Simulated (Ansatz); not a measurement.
The system is MoS2.

```
Mo S
1.0
     1.58000    0.91221    6.15000
    -1.58000    0.91221    6.15000
     0.00000   -1.82443    6.15000
Mo S
1 2
Direct
  0.00000 0.00000 0.00000
  0.41700 0.41700 0.41700
  0.25000 0.25000 0.25000
```

Measurements of this composition are mostly on another form, of space group No. 194.

Base run:

- Program: Ansatz 0.2.0
- Functional: r2SCAN
- Potentials or basis: Ansatz PAW
- Cutoff: 500 eV
- Density cutoff: 2000 eV
- k mesh: 6 × 6 × 6
- Occupations: fermi-dirac, width 0.05 eV
- Spin: no spin polarisation

Its results: band gap on the k mesh 0.99 eV, indirect (least direct gap 1.82 eV); pressure 4.2 GPa; largest force 0.369 eV/Å.

Task: The run is repeated on the same cell with these changes: k mesh from 6 × 6 × 6 to 10 × 10 × 10. What comes out?

Result: Band gap on the k mesh 1.06 eV, indirect (least direct gap 2.07 eV); pressure 4.2 GPa; largest force 0.363 eV/Å.

Caveats: the PAW data sets come from PBE, with cores solved anew for the run's functional, which leaves a small shift of forces and pressure; the k mesh misses the band edges, so the gap on the mesh is wider than the one along the path (some runs).

Not every run made on this cell is shown here.
